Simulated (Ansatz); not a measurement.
## GaN: band structure with PBEsol

**Measured values to compare with.**

From a printed reference work, textbook, for a bulk crystal of GaN at 0 K: band gap 3.299 eV (direct).

GaN:

```
Ga N
1.0
     0.00000    2.25350    2.25350
     2.25350    0.00000    2.25350
     2.25350    2.25350    0.00000
Ga N
1 1
Direct
  0.00000 0.00000 0.00000
  0.25000 0.25000 0.25000
```

The cell is a database's computed one.

```json
{
  "Program": "Ansatz 0.2.0",
  "Task": "band structure",
  "Functional": "PBEsol",
  "Potentials or basis": "all-electron LAPW, scalar-relativistic",
  "Cutoff": "421 eV (chosen from the basis error)",
  "Basis error allowed": "0.001 eV/atom",
  "k mesh": "10 × 10 × 10",
  "Occupations": "fermi-dirac, width 0.05 eV",
  "Spin": "no spin polarisation"
}
```

```
Pressure                : -1.1 GPa
Band gap on the k mesh  : 1.68 eV, direct
Band gap along the path : 1.68 eV, direct
```

Levels at the corners of the path, in eV from the valence-band top:
```csv
point,band 10,band 11,band 12,band 13,band 14,band 15,band 16,band 17,band 18
Γ,-13.16,-13.16,0.00,0.00,0.00,1.68,10.21,10.21,10.21
X,-13.08,-11.44,-6.18,-2.73,-2.73,3.22,6.56,11.57,13.87
W,-13.15,-11.15,-5.74,-3.74,-3.69,6.11,8.36,10.18,10.93
K,-13.12,-11.27,-5.91,-4.31,-2.19,4.87,7.81,10.93,12.74
Γ,-13.16,-13.16,0.00,0.00,0.00,1.68,10.21,10.21,10.21
L,-13.11,-11.88,-7.11,-0.98,-0.98,4.56,8.63,10.25,10.25
U,-13.12,-11.27,-5.91,-4.31,-2.19,4.87,7.81,10.93,12.74
W,-13.15,-11.15,-5.74,-3.74,-3.69,6.11,8.36,10.18,10.93
```

Wall time 23 s on 1 thread of Arm Neoverse V1 (shared host), peak memory 0.29 GiB.

Against the measured gap of GaN, 3.299 eV (direct; 0 K; a printed reference work, textbook), the calculated 1.68 eV is off by -1.62 eV. Spin-orbit coupling on Ga is left out. The value is that of PBEsol, without temperature or zero-point motion. Semilocal functionals fall short of measured gaps as a rule. The cell is a database's relaxed one, not the measured one, which moves gaps too.
